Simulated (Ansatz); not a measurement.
Runs of Ansatz 0.2.0 on HfO2. Symmetry: Fm-3m, No. 225, cubic system. The conventional cell has a = 5.115 Å, b = 5.115 Å, c = 5.115 Å, α = 90.00°, β = 90.00°, γ = 90.00°. Hf (site symmetry m-3m) is surrounded by 8 O at 2.21 Å. O (site symmetry -43m) is surrounded by 4 Hf at 2.21 Å. Measurements of this composition are mostly on another form, of space group No. 14.

```csv
task,level,potentials or basis,spin,cell,k mesh,cutoff (eV),smearing,other keys,gap on the mesh (eV),pressure (GPa),largest force (eV/Å)
single point,revPBE+D3(BJ),Ansatz PAW earlier set,off,"atoms moved at random, drawn with an rms of 0.15 Å",9 × 9 × 9,900,gaussian 0.025 eV,-,3.90,3.0,2.93
electrostatic potential,PBE+D3(BJ),PseudoDojo stringent (PBE files),"SOC, no magnetisation",cell strained at random at fixed volume,9 × 9 × 9,1796,fermi-dirac 0.025 eV,-,3.80,-5.8,0.33
single point,PBE,Ansatz PAW,off,"atoms moved at random, drawn with an rms of 0.05 Å",9 × 9 × 9,420,fermi-dirac 0.05 eV,-,3.83,-2.1,0.43
projected density of states,r2SCANh+D4,Ansatz PAW polarizable,off,as given,6 × 6 × 6,500,gaussian 0.01 eV,-,5.08,-11.1,-
single point,r2SCAN+D3(BJ)-ATM,Ansatz PAW,"SOC, no magnetisation",as given,9 × 9 × 9,500,fixed,-,(a),-9.8,-
single point,PBE,Ansatz PAW,off,as given,9 × 9 × 9,420,fermi-dirac 0.05 eV,-,3.83,(b),-
Berry-phase polarisation,BLYP+D4,PseudoDojo standard (PBE files),"SOC, no magnetisation",volume scaled by 1.04,9 × 9 × 9,1143,fixed,scf.n_extra_bands = 2,3.81,-12.6,-
```

Question: Fill in the values left out.

Answer: (a) 4.32; (b) -2.5.

Caveats: odd divisions of the mesh miss points on the zone boundary, where band edges often lie, so the gap on the mesh can be too wide (some runs); spin-orbit coupling is left out, which moves the levels of the heavy elements (some runs); the PAW data sets come from PBE, with cores solved anew for the run's functional, which leaves a small shift of forces and pressure (some runs); the thresholds are loose for stress (some runs); the potentials were made for another functional, which shifts forces and pressure (some runs).

A k mesh can miss the band edges, and rows without SOC leave out spin-orbit coupling on Hf.

The runs don't all hold the same shells in valence.
